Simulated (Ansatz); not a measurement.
input.yaml (Ansatz)

```yaml
crystal:
  lattice:
    - [0.0, 8.1258485025, 13.7968617374]
    - [6.7589509836, 0.0, 13.7968617374]
    - [6.7589509836, 8.1258485025, 0.0]
  atoms:
    - { symbol: S, position: [0.3617126602, 0.4531649781, 0.5134573637] }
    - { symbol: S, position: [0.671664998, 0.5134573637, 0.4531649781] }
    - { symbol: S, position: [0.5134573637, 0.671664998, 0.3617126602] }
    - { symbol: S, position: [0.4531649781, 0.3617126602, 0.671664998] }
    - { symbol: S, position: [0.578335002, 0.7365426363, 0.7968350219] }
    - { symbol: S, position: [0.7365426363, 0.578335002, 0.8882873398] }
    - { symbol: S, position: [0.7968350219, 0.8882873398, 0.578335002] }
    - { symbol: S, position: [0.8882873398, 0.7968350219, 0.7365426363] }
    - { symbol: S, position: [0.2502988039, 0.3370947219, 0.5035203015] }
    - { symbol: S, position: [0.9090861726, 0.5035203015, 0.3370947219] }
    - { symbol: S, position: [0.5035203015, 0.9090861726, 0.2502988039] }
    - { symbol: S, position: [0.3370947219, 0.2502988039, 0.9090861726] }
    - { symbol: S, position: [0.3409138274, 0.7464796985, 0.9129052781] }
    - { symbol: S, position: [0.7464796985, 0.3409138274, 0.9997011961] }
    - { symbol: S, position: [0.9129052781, 0.9997011961, 0.3409138274] }
    - { symbol: S, position: [0.9997011961, 0.9129052781, 0.7464796985] }
    - { symbol: S, position: [0.4100870557, 0.3107347516, 0.4212618836] }
    - { symbol: S, position: [0.8579163091, 0.4212618836, 0.3107347516] }
    - { symbol: S, position: [0.4212618836, 0.8579163091, 0.4100870557] }
    - { symbol: S, position: [0.3107347516, 0.4100870557, 0.8579163091] }
    - { symbol: S, position: [0.3920836909, 0.8287381164, 0.9392652484] }
    - { symbol: S, position: [0.8287381164, 0.3920836909, 0.8399129443] }
    - { symbol: S, position: [0.9392652484, 0.8399129443, 0.3920836909] }
    - { symbol: S, position: [0.8399129443, 0.9392652484, 0.8287381164] }
    - { symbol: S, position: [0.848421414, 0.658321673, 0.1983852463] }
    - { symbol: S, position: [0.658321673, 0.848421414, 0.2948716667] }
    - { symbol: S, position: [0.1983852463, 0.2948716667, 0.848421414] }
    - { symbol: S, position: [0.2948716667, 0.1983852463, 0.658321673] }
    - { symbol: S, position: [0.591678327, 0.401578586, 0.9551283333] }
    - { symbol: S, position: [0.0516147537, 0.9551283333, 0.401578586] }
    - { symbol: S, position: [0.9551283333, 0.0516147537, 0.591678327] }
    - { symbol: S, position: [0.401578586, 0.591678327, 0.0516147537] }
hamiltonian:
  xc: rpbe
  pseudopotentials:
    kind: paw
    azcp:
      S: "pseudopotentials/S.paw.azcp"
basis:
  ecutwfc: 420
  fft_grid_basis: typed
kpoints:
  mp_grid: { grid: [3, 3, 3], shift: [0, 0, 0] }
magnetization:
  spin_polarized: false
scf:
  occupations: { method: fermi_dirac, width: 0.05 }
```

and its output:

```
Engine: ansatz 0.2.0, aarch64-unknown-linux-gnu
Pseudopotentials: kind: paw
Pseudopotential: S, paw, valence charge 6, recommended cutoff 420 eV (normal) 
Functional definition: RPBE
  parameter kappa = 0.804
  parameter beta = 0.06672455060314922
  exchange = rpbe_x(kappa = kappa, mu = beta*pi^2/3)
  correlation = pbe_c(beta = beta)
Crystal: 32 atoms, lattice volume = 1515.508 Å³
Basis set: ecut = 420 eV, 29595 PW (Γ)
Bands: 128, of which v1, the nominal top of the filled ones, is band 96 counted from 1 (95 counted from 0)
Symmetry: 8 space group operations
Space group: Fddd (ITA 70), of the structure as read, at distance tolerance 1.1e-4 Å
k-points: 8 of 27
Non-local potential: S, projectors of the file, l = 0: 2, l = 1: 2, l = 2: 2
PAW form: soft (Blöchl's): semilocal exchange-correlation on the pseudo side does not see the compensation charge
PAW frozen core: S, regenerated for the run's functional, and the local potential with it (the file was generated under x = pbe(κ = 0.804, μ = 0.2195149727645171), c = pbe(β = 0.06672455060314922))
PAW one-centre angular grid: S, 110 points (default); XC on 64 Gauss nodes
Initial density: superposition of atomic densities (neutral atoms: chi_scale 0, normalization atom), corrected by the library's trained network
Initial wavefunctions: pseudopotential atomic-orbital guess
Functional: x = rpbe, c = pbe(β = 0.06672455060314922)
SCF iter   1: F=—  HF=-28980.035591 eV  |F-HF|=—  |Δ(HF+E_count)|=         —  Δρ=2.40e-3  dr2=6.75e-2  ethr=1.77e-3  ⟨swp⟩=7.1  Hψ=4575  notcnv=0
SCF iter   2: F=—  HF=-28980.007182 eV  |F-HF|=—  |Δ(HF+E_count)|=   2.84e-2  Δρ=1.10e-3  dr2=1.14e-2  ethr=3.51e-5  ⟨swp⟩=2.0  Hψ=1770  notcnv=0  defer=47
SCF iter   3: F=—  HF=-28980.010529 eV  |F-HF|=—  |Δ(HF+E_count)|=   3.35e-3  Δρ=2.30e-4  dr2=7.74e-4  ethr=5.93e-6  ⟨swp⟩=2.0  Hψ=1373  notcnv=0  defer=46
automatic band count: iteration 3 solves 119 bands in place of 128: the levels show a gap, and the empty bands left out lie too high to hold charge; the band table lists the bands solved (type scf.n_extra_bands for more)
SCF iter   4: F=—  HF=-28980.010443 eV  |F-HF|=—  |Δ(HF+E_count)|=   8.62e-5  Δρ=5.41e-5  dr2=1.30e-4  ethr=4.03e-7  ⟨swp⟩=2.0  Hψ=1632  notcnv=0  defer=46
SCF iter   5: F=—  HF=-28980.010303 eV  |F-HF|=—  |Δ(HF+E_count)|=   1.40e-4  Δρ=3.09e-5  dr2=3.56e-5  ethr=6.77e-8  ⟨swp⟩=2.0  Hψ=1402  notcnv=0  defer=46
SCF iter   6: F=—  HF=-28980.010796 eV  |F-HF|=—  |Δ(HF+E_count)|=   4.93e-4  Δρ=1.07e-5  dr2=2.36e-6  ethr=1.86e-8  ⟨swp⟩=2.0  Hψ=1376  notcnv=0  defer=46
SCF iter   7: F=—  HF=-28980.010789 eV  |F-HF|=—  |Δ(HF+E_count)|=   7.17e-6  Δρ=2.63e-6  dr2=1.43e-7  ethr=1.23e-9  ⟨swp⟩=2.0  Hψ=1405  notcnv=0  defer=46
SCF iter   8: F=-28980.010789 eV  HF=-28980.010789 eV  |F-HF|=5.37e-8  |Δ(HF+E_count)|=   2.59e-7  Δρ=1.09e-6  dr2=1.92e-8  ethr=5.21e-11  ⟨swp⟩=2.5  Hψ=1762  notcnv=0
SCF 1 converged in 8 iterations: F = -28980.010789 eV  dr2 = 1.92e-8
SCF converged after 8 iterations
Free energy (F): -28980.010789 eV
Harris-Foulkes:  -28980.010789 eV  (|F-HF|=5.37e-8)
Internal energy: -28980.010789 eV  (E = F + TS)
E sigma→0 (E₀):  -28980.010789 eV
Fermi energy:    -0.079688 eV
--- Per-component energies (eV) ---
  E_band       = -1373.608084
  E_kinetic    = 3369.213318
  E_local      = -10965.206433  (includes V_loc(G=0)·N_el)
  E_nonlocal   = 911.789263
  E_hartree    = 4108.122321
  E_xc         = -3088.322590
  E_vxc        = -2756.795975  (∫ρ·V_xc dr)
  E_paw        = -19310.874426  (= ΣΔE_a)
  E_vpaw       = -148.856048  (= ΣTr[D̂ρ^β])
  E_aug_tail   = 0.000051  (compensation charges beyond the density's cutoff)
  E_ewald      = -4003.562111
  E_core_change = -1.170182  (= ΣΔE_core)
  E_smearing   = -0.000000  (= −TS)
  E_closure    = 0.000000  (closes the sum)
  Σ components = -28980.010789   (vs F -28980.010789, Δ=0.00e0)
```
